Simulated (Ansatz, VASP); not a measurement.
# Si47C47O (O_C-V_Si (Si site 1) basal): VASP beside Ansatz, part 2 of 3

Wanted: the spread between two codes on one cell, functional and k mesh. The cell is taken from a series of runs on this material, whose earlier steps may have relaxed, scaled, displaced or heated it; both programs get it as it stands.

VASP 6.6.1 and Ansatz 0.2.0.

So far. Step 3 (VASP: single point, PBE, pair 1): The run ends at a pressure of 1.72 GPa, with forces up to 0.73 eV/Å.

**4. Comparison**

Known differences besides the potentials themselves: VASP starts from the moments at which Ansatz ended; the cutoff is 420 eV in Ansatz and 520 eV in VASP (PREC = Accurate, projectors in real space); site moments are counted in spheres of each program's own size. Total energies have different zeros and are not compared.

The two programs side by side:

```csv
quantity,Ansatz,VASP,difference
"total moment, fixed by the input (μB)",1.00,1.00,0.00
moment on C87 (μB),0.28,0.26,+0.01
moment on C68 (μB),0.07,0.07,0.00
moment on C78 (μB),0.07,0.07,0.00
```

Forces on 10 of the 95 atoms, those with the largest forces and the largest differences (eV/Å; atoms numbered as in POSCAR):

```csv
atom,"Ansatz x, y, z","VASP x, y, z"
Si2,"0.087, -0.552, 0.260","0.085, -0.551, 0.261"
Si3,"-0.089, -0.562, 0.264","-0.088, -0.558, 0.264"
Si15,"-0.477, 0.434, 0.315","-0.475, 0.434, 0.317"
Si18,"0.082, 0.013, -0.652","0.079, 0.013, -0.652"
Si26,"0.484, 0.441, 0.320","0.480, 0.440, 0.321"
Si28,"-0.087, 0.015, -0.661","-0.084, 0.016, -0.658"
Si37,"-0.008, 0.086, 0.033","-0.022, 0.090, 0.045"
Si38,"0.007, 0.087, 0.033","0.020, 0.091, 0.045"
Si40,"0.000, 0.158, -0.054","0.000, 0.155, -0.070"
Si43,"0.251, 0.191, 0.084","0.254, 0.192, 0.083"
```

The forces differ by 3.2 meV/Å r.m.s., which is 2.6 % of the r.m.s. force of 0.121 eV/Å (both taken over all components). The cell carries a charge of -1 e against a uniform background, so its pressure also hangs on how the neutralising background is counted, and in a defect's cell a gap may be the spacing between its levels.

**5. Ansatz: single point, PBE, pair 2**

With cell and atoms fixed, the geometry can't cause a difference; cores, projectors, grids and the points listed under the comparison can.

The cell is taken from a series of runs on this material, whose earlier steps may have relaxed, scaled, displaced or heated it; both programs get it as it stands.

File input.yaml:

```yaml
crystal:
  lattice:
    - [9.28241338, 5.35920398, 0.0]
    - [-9.28241348, 5.35920381, 0.0]
    - [0.0, 0.0, 10.12919782]
  atoms:
    - { symbol: Si, position: [0.00151058397, 0.00138404295, 0.50046126834] }
    - { symbol: Si, position: [0.16790746652, 0.33433082136, 0.50013867104] }
    - { symbol: Si, position: [0.33447377904, 0.16779344672, 0.50012703462] }
[... 1 atom line left out ...]
    - { symbol: Si, position: [0.16772088077, 0.167596628, 0.2498042585] }
[... 3 atom lines left out ...]
    - { symbol: Si, position: [0.33308999339, 0.33296850058, 0.7488652306] }
[... 5 atom lines left out ...]
    - { symbol: C, position: [0.33340659825, 0.16683596941, 0.18669737439] }
[... 2 atom lines left out ...]
    - { symbol: C, position: [0.33225469437, 0.16537976237, 0.68745874756] }
[... 1 atom line left out ...]
    - { symbol: C, position: [0.16639479998, 0.16627000942, 0.43797703441] }
[... 5 atom lines left out ...]
    - { symbol: Si, position: [0.16641550209, 0.8325926374, 0.50068602732] }
[... 1 atom line left out ...]
    - { symbol: Si, position: [0.00156157634, 0.83466454729, 0.24931115007] }
[... 2 atom lines left out ...]
    - { symbol: Si, position: [-0.00110581786, 0.66559593445, 0.74853772002] }
[... 5 atom lines left out ...]
    - { symbol: C, position: [4.93591e-06, 0.49999406105, 0.18709946146] }
    - { symbol: C, position: [0.16676813892, 0.83317501214, 0.18670816575] }
    - { symbol: C, position: [0.33362178847, 0.6668092391, 0.18628673067] }
    - { symbol: C, position: [-0.00099009063, 0.49913888629, 0.68666598432] }
    - { symbol: C, position: [0.16535727934, 0.83241353133, 0.68755440686] }
    - { symbol: C, position: [0.3327052562, 0.66657223807, 0.68724986369] }
    - { symbol: C, position: [3.403509e-05, 0.834158164, 0.43772176976] }
    - { symbol: C, position: [0.16574839179, 0.66704807122, 0.43846007209] }
[... 4 atom lines left out ...]
    - { symbol: Si, position: [0.4999259033, -0.00040721347, 0.49972407558] }
    - { symbol: Si, position: [0.6636609393, 0.33225196173, 0.50035456718] }
[... 1 atom line left out ...]
    - { symbol: Si, position: [0.50015039921, 0.33255902359, 0.25303320154] }
    - { symbol: Si, position: [0.66654090708, 0.16702691848, 0.25031101531] }
    - { symbol: Si, position: [0.83479043523, 0.00143657481, 0.24931442115] }
    - { symbol: Si, position: [0.49932570514, 0.16632329652, 0.74926927102] }
[... 6 atom lines left out ...]
    - { symbol: C, position: [0.66693950807, 0.33350040659, 0.18627478959] }
[... 2 atom lines left out ...]
    - { symbol: C, position: [0.6666896958, 0.33258746234, 0.68724206105] }
    - { symbol: C, position: [0.83253977657, 0.16523808946, 0.68755421521] }
    - { symbol: C, position: [0.49945710826, 0.31659393691, 0.4328745119] }
    - { symbol: C, position: [0.66718855274, 0.16562258926, 0.43845911427] }
[... 4 atom lines left out ...]
    - { symbol: Si, position: [0.66877558147, 0.83810666417, 0.49905655886] }
[... 2 atom lines left out ...]
    - { symbol: Si, position: [0.66839505614, 0.66827017805, 0.24536901468] }
[... 1 atom line left out ...]
    - { symbol: Si, position: [0.49791442283, 0.66343367002, 0.74795351983] }
    - { symbol: Si, position: [0.66354486826, 0.4977926675, 0.74793927316] }
    - { symbol: Si, position: [0.83314290992, 0.83302234683, 0.74912529411] }
[... 3 atom lines left out ...]
    - { symbol: C, position: [0.50215266172, 0.50202369889, 0.19121462973] }
    - { symbol: C, position: [0.66741512068, 0.83347778641, 0.18858896306] }
    - { symbol: C, position: [0.83359993796, 0.66729083991, 0.18858482871] }
    - { symbol: C, position: [0.49830349821, 0.49819569615, 0.70346731272] }
    - { symbol: C, position: [0.66606871828, 0.83003894331, 0.68355265853] }
    - { symbol: C, position: [0.83015785052, 0.66594826322, 0.68354546302] }
    - { symbol: C, position: [0.50149426338, 0.83070689197, 0.43705454614] }
    - { symbol: O, position: [0.69353470178, 0.69341094662, 0.42639800967] }
    - { symbol: C, position: [0.83082921081, 0.50136630235, 0.4370500464] }
    - { symbol: C, position: [0.49979077757, 0.66787028924, 0.93838779173] }
[... 1 atom line left out ...]
    - { symbol: C, position: [0.83275997771, 0.83263731884, 0.93750749429] }
  host:
    repeats: [2, 2, 1]
    atoms:
      - { symbol: Si, position: [0.0, 0.0, 0.49984857] }
      - { symbol: Si, position: [0.33333333, 0.66666667, 0.49984857] }
      # ... 22 more atoms of the perfect host
total_charge: -1
basis:
  ecutwfc: 420
  xc_grid: 2
hamiltonian:
  xc: pbe
kpoints:
  mp_grid: { grid: [1, 1, 1] }
magnetization:
  spin_polarized: true
  initial_magnetization: 1
  spin_locking: { lock_magnetization: hard }
scf:
  occupations: { method: fermi_dirac, width: 0.01 }
  max_iter: 80
output:
  forces: true
  charged_corrections:
    epsilon: [7.02, 7.02, 7.32]
    static_epsilon: [10.34, 10.34, 11.03]
    defect_position: [0.5, 0.5, 0.49984]
checkpoint:
  read: "../qm1_M1.relax_smeared.run"
  write: "../cc0.qm1_M1.l0.67.run"
  compress: false
  write_wavefunctions: false
  write_every: 100000
```

Launch:

```bash
$ ansatz run input.yaml --threads 4 --pin off --max-ram 14131MiB --backend cpu --events-out ev --progress --plain --runs-dir out
```

Numbers of over 12 decimals in the logs are rounded to 6 here.

What it wrote:

```text
Warning: at least one further symmetry operation maps every atom of the structure, as the run holds it, onto an atom to within 2.64e-5 (fractional), and is not used: no operation is sought that the atoms, as the run holds them, miss by more than 2.00e-5, twice crystal.symmetry.tolerance (1.0e-5). The run uses 1 unitary operations. The run imposes no operation that its atoms and lattice do not hold. Figures that only  [...]
[...]
Crystal: 95 atoms, lattice volume = 1007.781 Å³
[...]
atom  51  Si    -0.08615910    -0.03473178    -0.11480469
[...]
atom  92  C      0.03819443     0.08459137     0.00659537
  atom  93  C     -0.13914241     0.09884445     0.09869875
  atom  94  C      0.13909440     0.09864952     0.09837029
  atom  95  C      0.00005632     0.02948811     0.00258067
  max |Σ_I F_I| component: 1.82e-5 eV/Å
[...]
--- Band table (eV) ---
  k-point 0 ↑: bands = [... 188 lower, 9.0035, 9.2200, 10.1129, 10.2139, 11.2516, 11.3549, 11.3723, 11.5087, ... 91 higher]
  k-point 0 ↓: bands = [... 188 lower, 9.0659, 9.4788, 10.5876, 10.5999, 11.2550, 11.3573, 11.3780, 11.5177, ... 91 higher]
```

**6. VASP: single point, PBE, pair 2**

The same cell, functional, mesh and smearing now go to VASP, with its own data sets.

File INCAR:

```
SYSTEM = Si47C47O
PREC = Accurate
ENCUT = 520
EDIFF = 1E-06
NELM = 200
ISMEAR = -1
SIGMA = 0.01
LREAL = Auto
ALGO = Normal
GGA = PE
NELECT = 383
NBANDS = 264
ISPIN = 2
MAGMOM = 0 -0 -0 0 -0 0 -0 -0 -0 0 0 0 0 0 0 0 0 0 0 0 -0 0 -0 0 0 0 0 0 0 0 0 0 -0 0 0 -0 -0 -0 0 -0 0 0 0 -0 0 0 0 0 0.01 0.01 0 0 0 0.01 0 0.01 0 0 0.01 0 -0 0.01 0 -0 0 0 0.01 0.12 0 0 0 0 0.01 -0 0 0 -0 0.12 0.01 0 0 0 0 0.01 0 0 0.18 0 0 0 0 0.01 0.01 -0 0
LORBIT = 11
LWAVE = .FALSE.
LCHARG = .FALSE.
ISIF = 2
NUPDOWN = 1
LASPH = .TRUE.
GGA_COMPAT = .FALSE.
NCORE = 2
```

File POSCAR:

```
Si47C47O
1.0
    9.2824133794      5.3592039794      0.0000000000
   -9.2824134800      5.3592038053      0.0000000000
    0.0000000000      0.0000000000     10.1291978199
Si C O
47 47 1
Direct
    0.0015091911      0.0013854359      0.5004612683
    0.1679123342      0.3343404226      0.5001328528
    0.3344641778      0.1677885790      0.5001328528
[... 1 atom line left out ...]
    0.1677206320      0.1675968768      0.2498042585
[... 3 atom lines left out ...]
    0.3330911246      0.3329673694      0.7488652306
[... 5 atom lines left out ...]
    0.3323802118      0.6635472554      0.5003619353
[... 2 atom lines left out ...]
    0.3326921222      0.5000265244      0.2530293650
[... 1 atom line left out ...]
    0.1664442051      0.4992029832      0.7492703328
[... 5 atom lines left out ...]
    0.6636710106      0.3322564566      0.5003619353
[... 1 atom line left out ...]
    0.5001502796      0.3325683670      0.2530293650
[... 2 atom lines left out ...]
    0.4993267384      0.1663204500      0.7492703328
[... 5 atom lines left out ...]
    0.6687745937      0.8381094472      0.4990543831
    0.8382332024      0.6686508385      0.4990543831
    0.4990397398      0.8326176768      0.2487989007
    0.6683944947      0.6682707395      0.2453690147
    0.8327414320      0.4989159846      0.2487989007
    0.4979154228      0.6634273916      0.7479463965
    0.6635511467      0.4977916676      0.7479463965
    0.8331445060      0.8330207508      0.7491252941
[... 4 atom lines left out ...]
    0.1669628329      0.3332866449      0.1867012654
    0.3334104000      0.1668390777      0.1867012654
[... 1 atom line left out ...]
    0.1654998016      0.3321303557      0.6874601393
    0.3322541109      0.1653760465      0.6874601393
    0.9968909504      0.3313952506      0.4384700950
    0.1663942823      0.1662705271      0.4379770344
[... 6 atom lines left out ...]
    0.3336229752      0.6668124960      0.1862807602
[... 2 atom lines left out ...]
    0.3327082368      0.6665690894      0.6872459624
    0.0000305897      0.8341597803      0.4377228386
    0.1657473682      0.6670564344      0.4384595932
    0.3167168629      0.4993358027      0.4328797582
[... 4 atom lines left out ...]
    0.6669362512      0.3334992200      0.1862807602
[... 2 atom lines left out ...]
    0.6666928446      0.3325844816      0.6872459624
[... 1 atom line left out ...]
    0.4994595580      0.3165931077      0.4328797582
    0.6671801896      0.1656236130      0.4384595932
    0.8342835356      0.9999068345      0.4377228386
[... 3 atom lines left out ...]
    0.5021500579      0.5020263027      0.1912146297
    0.6674148579      0.8334769846      0.1885868959
    0.8336007398      0.6672911027      0.1885868959
    0.4983114747      0.4981877196      0.7034673127
    0.6660703684      0.8300365193      0.6835490608
    0.8301602745      0.6659466132      0.6835490608
    0.5014921604      0.8307061738      0.4370522962
    0.8308299290      0.5013684052      0.4370522962
    0.4997917597      0.6678685367      0.9383827744
    0.6679922919      0.4996680045      0.9383827744
[... 1 atom line left out ...]
    0.6935347018      0.6934109466      0.4263980097
```

File KPOINTS:

```
Automatic mesh
0
Gamma
1 1 1
0 0 0
```

The projector-augmented-wave data sets are Si, C and O (PBE family, release 64).

Launch:

```bash
$ mpirun -np 8 vasp_gam
```

What it wrote:

```text
[... set-up lines as in an earlier step ...]
 entering main loop
       N       E                     dE             d eps       ncg     rms          rms(c)
DAV:   1     0.230538801760E+04    0.23054E+04   -0.19903E+05  1056   0.139E+03
DAV:   2    -0.522439750644E+03   -0.28278E+04   -0.26215E+04  1368   0.280E+02
DAV:   3    -0.782515860562E+03   -0.26008E+03   -0.25673E+03  1304   0.811E+01
DAV:   4    -0.789269572235E+03   -0.67537E+01   -0.67220E+01  1288   0.146E+01
DAV:   5    -0.789459867050E+03   -0.19029E+00   -0.19003E+00  1280   0.247E+00BRMIX: very serious problems
 the old and the new charge density differ
 old charge density:   382.00000 new  383.00000
    0.600E+01
DAV:   6    -0.703452859708E+03    0.86007E+02   -0.27661E+02  1248   0.228E+01    0.267E+01
DAV:   7    -0.701395170991E+03    0.20577E+01   -0.26746E+01  1320   0.826E+00    0.125E+01
DAV:   8    -0.701120002833E+03    0.27517E+00   -0.36211E+00  1240   0.347E+00    0.610E+00
DAV:   9    -0.701343470493E+03   -0.22347E+00   -0.27813E+00  1312   0.185E+00    0.412E+00
[...]
DAV:  21    -0.701166511210E+03    0.46161E-05   -0.57855E-06  1136   0.453E-03    0.228E-02
DAV:  22    -0.701166509288E+03    0.19216E-05   -0.33476E-06   992   0.307E-03    0.794E-03
DAV:  23    -0.701166509474E+03   -0.18624E-06   -0.94829E-07   712   0.167E-03
   1 F= -.70116651E+03 E0= -.70116005E+03  d E =-.129252E-01  mag=     1.0000
```

OUTCAR, selected parts (step 6):

```text
  FREE ENERGIE OF THE ION-ELECTRON SYSTEM (eV)
  ---------------------------------------------------
  free  energy   TOTEN  =      -701.1665094743 eV

  energy  without entropy=     -701.1535842653  energy(sigma->0) =     -701.16004687

 magnetization (x)
# of ion       s       p       d       tot
------------------------------------------
    1       -0.000   0.000   0.000   0.000
    2       -0.001  -0.002   0.000  -0.003
    3       -0.001  -0.002   0.000  -0.003
    4        0.000   0.000   0.000   0.000
    5       -0.000  -0.000   0.000  -0.000
    6        0.000   0.000   0.000   0.000
    7       -0.000  -0.000   0.000  -0.000
    8       -0.000  -0.000   0.000  -0.000
    9       -0.001  -0.003   0.000  -0.004
   10       -0.000   0.000   0.000   0.000
   11       -0.000   0.001   0.000   0.001
   12       -0.000   0.001   0.000   0.001
   13        0.000   0.000   0.000   0.001
[...]
--------------------------------------------------
tot          0.038   0.462   0.000   0.500
```

The run ends at a pressure of 1.60 GPa, with forces up to 0.62 eV/Å.

**7. Side by side**

Both answers:

```csv
quantity,Ansatz,VASP,difference
"total moment, fixed by the input (μB)",1.00,1.00,0.00
moment on C87 (μB),0.18,0.17,+0.01
moment on C68 (μB),0.12,0.12,+0.01
moment on C78 (μB),0.12,0.12,0.00
```

Forces on 10 of the 95 atoms, those with the largest forces and the largest differences (eV/Å; atoms numbered as in POSCAR):

```csv
atom,"Ansatz x, y, z","VASP x, y, z"
Si2,"-0.066, 0.514, -0.235","-0.068, 0.514, -0.233"
Si3,"0.066, 0.514, -0.235","0.068, 0.514, -0.233"
Si15,"0.420, -0.375, -0.261","0.419, -0.377, -0.261"
Si18,"-0.082, -0.033, 0.594","-0.085, -0.033, 0.592"
Si26,"-0.420, -0.376, -0.262","-0.419, -0.377, -0.261"
Si28,"0.082, -0.032, 0.595","0.085, -0.033, 0.592"
Si37,"0.020, -0.094, -0.003","0.006, -0.092, 0.008"
Si38,"-0.020, -0.095, -0.003","-0.006, -0.092, 0.008"
Si40,"0.000, -0.156, 0.046","0.000, -0.160, 0.028"
Si42,"0.476, -0.294, -0.091","0.470, -0.290, -0.090"
```

The forces differ by 3.4 meV/Å r.m.s., which is 2.8 % of the r.m.s. force of 0.122 eV/Å (both taken over all components). The cell carries a charge of -1 e against a uniform background, so its pressure also hangs on how the neutralising background is counted, and in a defect's cell a gap may be the spacing between its levels.

[end of part 2 of 3]

[Lines on the potential files, build, host, timing and source positions are cut from VASP's logs without a mark.]

[Logs are printed without paths, hosts, clocks, repeated set-up lines and the standing remarks that a program may print on its own settings, such as how far it seeks lower states.]

[Hosts, paths, dates, database ids (printed as entryN), source tags and the programs' standing remarks are cut or masked in the printed files.]
